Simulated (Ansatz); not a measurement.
**Does relaxation matter for the field gradients of CO2 with nitrogen replacing O?**

Start: a supercell of CO2 (space group R-3c) built from a computed structure from the Materials Project (it need not be an observed phase), with all atoms left at the host's positions.

Space group R3:H (No. 146); a = 9.7835, c = 24.3110 Å, γ = 120.00°.

| site | Wyckoff | site symmetry | x | y | z |
| --- | --- | --- | --- | --- | --- |
| C1 | 3a | 3. | 0.0000 | 0.0000 | 0.0000 |
| C2 | 3a | 3. | 0.0000 | 0.0000 | 0.5000 |
| C3 | 3a | 3. | 0.0000 | 0.0000 | 0.7500 |
| C4 | 3a | 3. | 0.0000 | 0.0000 | 0.2500 |
| C5 | 9b | 1 | 0.9188 | 0.5855 | 0.4583 |
| C6 | 9b | 1 | 0.2521 | 0.2521 | 0.6250 |
| C11 | 9b | 1 | 0.0000 | 0.2521 | 0.3750 |
| C12 | 9b | 1 | 0.3333 | 0.9188 | 0.5417 |
| N | 3a | 3. | 0.0000 | 0.0000 | 0.5480 |
| O18 | 3a | 3. | 0.0000 | 0.0000 | 0.0480 |
| O19 | 3a | 3. | 0.0000 | 0.0000 | 0.7980 |
| O20 | 3a | 3. | 0.0000 | 0.0000 | 0.2980 |
| O21 | 3a | 3. | 0.0000 | 0.0000 | 0.9520 |
| O22 | 3a | 3. | 0.0000 | 0.0000 | 0.4520 |
| O23 | 3a | 3. | 0.0000 | 0.0000 | 0.7020 |
| O24 | 3a | 3. | 0.0000 | 0.0000 | 0.2020 |
| O25 | 9b | 1 | 0.6490 | 0.8554 | 0.7730 |
| O26 | 9b | 1 | 0.3156 | 0.1887 | 0.6064 |
| O31 | 9b | 1 | 0.2064 | 0.8554 | 0.5230 |
| O32 | 9b | 1 | 0.8731 | 0.1887 | 0.3564 |
| O37 | 9b | 1 | 0.6844 | 0.8113 | 0.3936 |
| O38 | 9b | 1 | 0.3510 | 0.1446 | 0.2270 |
| O43 | 9b | 1 | 0.1269 | 0.8113 | 0.6436 |
| O44 | 9b | 1 | 0.7936 | 0.1446 | 0.4770 |

One atom of each set is listed; the run and its k-mesh use a cell of 48 atoms with edges of 9.88, 9.88, 9.88 Å.

All values are calculated (Ansatz; DFT, PBE, plane waves and PAW, scalar-relativistic, 420 eV cutoff, Γ-centred 3×3×3 k-points, Fermi–Dirac smearing 0.01 eV, cell charge -1), not measured.

The largest force at the start is 5.4 eV/Å. Relaxing the ions at fixed cell moves them by 0.267 Å at most (atom 17, N) and 0.132 Å rms.

```
site  moved (Å)                        first shell before                         first shell after  V_zz before (10²¹ V/m²)  η before
  C2      0.235  1 N at 1.17 Å, 1 O at 1.17 Å, angle 180°  1 N at 1.20 Å, 1 O at 1.22 Å, angle 180°                    -2.60      0.00
  C6      0.149                 2 O at 1.17 Å, angle 180°                 2 O at 1.17 Å, angle 174°                    -2.92      0.03
   N      0.267                             1 C at 1.17 Å                             1 C at 1.20 Å                    -1.47      0.00
 O22      0.180                             1 C at 1.17 Å                             1 C at 1.22 Å                     8.67      0.00
 O25      0.090                             1 C at 1.17 Å                             1 C at 1.17 Å                     7.31      0.01
 O26      0.097                             1 C at 1.17 Å                             1 C at 1.17 Å                     7.21      0.12
 O31      0.201                             1 C at 1.17 Å                             1 C at 1.17 Å                     6.84      0.05
 O37      0.020                             1 C at 1.17 Å                             1 C at 1.17 Å                     7.19      0.08
 O43      0.227                             1 C at 1.17 Å                             1 C at 1.17 Å                     7.30      0.05
 O44      0.193                             1 C at 1.17 Å                             1 C at 1.17 Å                     6.86      0.03
```

Problem. How do the gradients change?

Solution. 

| site | V_zz after | η after | change of V_zz |
| --- | --- | --- | --- |
| C2 | -2.42 | 0.00 | +0.18 |
| C6 | -2.97 | 0.01 | -0.05 |
| N | -0.92 | 0.00 | +0.55 |
| O22 | 10.96 | 0.00 | +2.29 |
| O25 | 7.48 | 0.02 | +0.17 |
| O26 | 7.23 | 0.19 | +0.02 |
| O31 | 6.95 | 0.07 | +0.11 |
| O37 | 7.02 | 0.07 | -0.17 |
| O43 | 7.53 | 0.11 | +0.23 |
| O44 | 6.89 | 0.04 | +0.03 |

The largest change of V_zz is on O22, from 8.67 to 10.96. In per cent, |V_zz| changes by -7 to +2 on C, -37 on N, -2 to +26 on O (all sites that start above 0.5). The table leaves out 14 of the 24 sites, with |V_zz| up to 7.44; their tensors move by 1.10 at most along any direction. The statements above cover all sites. The host's own positions weren't relaxed first, so part of the change far from the defect can be the host's relaxation.

The defect repeats with the cell of 48 atoms, so it feels its images: sites between two images don't show the values beside a lone defect, and zeros or small values of η there can come from the images' arrangement. C and O carry a gradient in the pure host already, so the values there aren't the defect's effect alone. A uniform background compensates the cell's charge.
Before: The neighbours have not yet relaxed around the defect (largest force 5.4 eV/Å), so the values at and beside it are those of a strained start, not of the defect in a real crystal.
After: The relaxation keeps the site symmetry 3 of the start, so the impurity can move only along its axis; a start off the site could end lower.
